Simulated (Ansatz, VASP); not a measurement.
## Two plane-wave programs on Zn

```
Zn
1.0
     2.54092    0.00000    0.00000
    -1.27046    2.20050    0.00000
     0.00000    0.00000    2.77214
Zn
1
Direct
  0.00000 0.00000 0.00000
```

Alike in both runs: functional PBE; k mesh 16 × 16 × 15; occupations fermi-dirac, width 0.1 eV; no spin polarisation.

Ansatz relaxed the structure, and its values are those at the end. VASP's run is a single point on that final structure, the one shown.

|  | VASP | Ansatz |
| --- | --- | --- |
| version | VASP 6.6.1 | Ansatz 0.2.0 |
| potentials or method | VASP PAW PBE potentials, release 64 (Zn) | PAW with Ansatz's default frozen-core files, scalar-relativistic |
| plane-wave cutoff (eV) | 520 | 420 |
| valence electrons in the cell | 12 | 12 |

```tsv
	VASP	Ansatz	Ansatz less VASP
pressure (GPa)	7.4	6.8	-0.56
```

With one functional, cell and mesh, what is left measures potentials, basis and numerics.
